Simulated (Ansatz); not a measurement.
# I (beta tin type): the cost of one run

Program: Ansatz 0.2.0. Level of theory: DFT PBE, with the methods named in each step. These are calculated values, not measurements.

**1. The structure to begin with**

The structure is tetragonal, space group I4_1/amd (No. 141). Conventional cell: a = 6.405 Å, b = 6.405 Å, c = 4.249 Å, α = 90.00°, β = 90.00°, γ = 90.00°. I (site symmetry -4m2) has 4 I at 3.37 Å as nearest neighbours.

Coordinates:

```cif
data_structure
_symmetry_space_group_name_H-M 'I4_1/amd:1'
_symmetry_Int_Tables_number 141
_cell_length_a 6.4046
_cell_length_b 6.4046
_cell_length_c 4.2489
_cell_angle_alpha 90.000
_cell_angle_beta 90.000
_cell_angle_gamma 90.000
_cell_volume 174.29
loop_
_atom_site_label
_atom_site_type_symbol
_atom_site_symmetry_multiplicity
_atom_site_Wyckoff_symbol
_atom_site_fract_x
_atom_site_fract_y
_atom_site_fract_z
_atom_site_occupancy
I1 I 4 b 0.00000 0.00000 0.50000 1
```

The file gives the conventional cell by its symmetry; the runs use the cell typed in the input.

Whether this phase is the stable one at these pressures isn't tested.

Atoms are numbered in the order of the input: I1, I2.

**2. The reference volume, LAPW**

Contents of input.yaml:

```yaml
crystal:
  lattice:
    - [-3.2023167903, 3.2023167903, 2.1244397171]
    - [3.2023167903, -3.2023167903, 2.1244397171]
    - [3.2023167903, 3.2023167903, -2.1244397171]
  atoms:
    - { symbol: I, position: [-0.375, -0.125, -0.25] }
    - { symbol: I, position: [0.375, 0.125, 0.25] }
kpoints:
  mp_grid: { grid: [12, 12, 12] }
  band_path:
    path:
      - [0.0, 0.0, 0.0]
      - [0.0, 0.0, 0.5]
      - [-0.5, 0.5, 0.5]
      - [0.0, 0.0, 0.0]
      - [0.3600272474, 0.3600272474, -0.3600272474]
      - [-0.3600272474, 0.6399727526, 0.3600272474]
      - [-0.5, 0.5, 0.5]
      - [0.0, 0.0, 0.5]
      - [0.25, 0.25, 0.25]
    npoints: 14
scf:
  occupations: { method: fermi_dirac, width: 0.1 }
hamiltonian:
  xc: pbe
  pseudopotentials: { kind: all_electron, lapw: { basis_error: 0.001 } }
output:
  forces: true
  stress: true
  eigenvalues: true
  populations: true
  dos: { projected: true, de: 0.2, e_range: [-14, 8] }
```

Launch:

```console
$ ansatz run input.yaml --threads 1 --pin off --max-ram 2048MiB --backend cpu --events-out ev --progress --plain --runs-dir out
```

Q: Estimate wall time and peak memory on 1 thread of Arm Neoverse V1, shared host.

About 44 s, with a peak of 0.48 GiB.
